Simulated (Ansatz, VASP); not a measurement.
# SiC: VASP beside Ansatz

The input POSCAR:

```
SiC
1.0
    3.1173262003      0.0000000000      0.0000000000
   -1.5586631001      2.6996836813      0.0000000000
    0.0000000000      0.0000000000      4.9126352825
Si C
2 2
Direct
    0.3333333333      0.6666666667      0.0046028828
    0.6666666667      0.3333333333      0.5046028828
    0.3333333333      0.6666666667      0.3803971172
    0.6666666667      0.3333333333      0.8803971172
```

Contents of INCAR.step1:

```
PREC = Accurate
ENCUT = 520
ISMEAR = 0
SIGMA = 0.05
LREAL = False
LASPH = True
NELM = 80
NBANDS = 16
GGA = PE
ALGO = Normal
EDIFF = 1E-4
LWAVE = True
LCHARG = False
```

The input INCAR.step2:

```
PREC = Accurate
ENCUT = 520
EDIFF = 1E-6
ISMEAR = 0
SIGMA = 0.05
LREAL = False
LASPH = True
NELM = 80
ALGO = Normal
ISIF = 2
LWAVE = False
LCHARG = False
METAGGA = R2SCAN
LMIXTAU = True
NBANDS = 16
ISTART = 1
```

File KPOINTS:

```
regular mesh
0
Gamma
  12 12 6
```

Input for Ansatz:

```yaml
crystal:
  lattice:
    - [3.1173262003, 0.0, 0.0]
    - [-1.5586631001, 2.6996836813, 0.0]
    - [0.0, 0.0, 4.9126352825]
  atoms:
    - { symbol: Si, position: [0.3333333333, 0.6666666667, 0.0046028828] }
    - { symbol: Si, position: [0.6666666667, 0.3333333333, 0.5046028828] }
    - { symbol: C, position: [0.3333333333, 0.6666666667, 0.3803971172] }
    - { symbol: C, position: [0.6666666667, 0.3333333333, 0.8803971172] }
basis:
  ecutwfc: 500
kpoints:
  mp_grid: { grid: [12, 12, 6] }
hamiltonian:
  xc: r2scan
scf:
  occupations: { method: gaussian, width: 0.05 }
output:
  forces: true
  stress: true
  eigenvalues: true
```

Alike in both runs: task single point; functional r2SCAN; k mesh 12 × 12 × 6; occupations gaussian, width 0.05 eV; no spin polarisation.

```csv
,VASP,Ansatz
version,VASP 6.6.1,Ansatz 0.2.0
potentials or method,"VASP PAW PBE potentials, release 64 (Si, C)","scalar-relativistic, plane waves, PAW"
plane-wave cutoff (eV),520,500
valence electrons in the cell,16,16
```

Ansatz gave:

| Quantity | Value |
| --- | --- |
| gap on the k mesh at the Fermi level (eV) | 2.75 |
| least direct gap on the mesh (eV) | 4.07 |
| pressure (GPa) | 0.4 |
| largest component of the traceless stress (GPa) | 16.28 |
| rms of the force components (eV/Å) | 0.264 |

Task: What did VASP give for the same quantities?

Result: gap on the k mesh at the Fermi level (eV): 2.75; least direct gap on the mesh (eV): 4.08; pressure (GPa): 0.2; largest component of the traceless stress (GPa): 16.37; rms of the force components (eV/Å): 0.262.

Atom by atom the forces differ by 0.002 eV/Å (rms over components). With one functional, cell and mesh, what is left measures potentials, basis and numerics.

Caveats: the PAW data sets were made with another functional, which shifts forces and pressure a little (VASP). A k mesh can miss the band edges. r2SCAN opens gaps a little over a GGA but as a rule still falls short of measured ones.
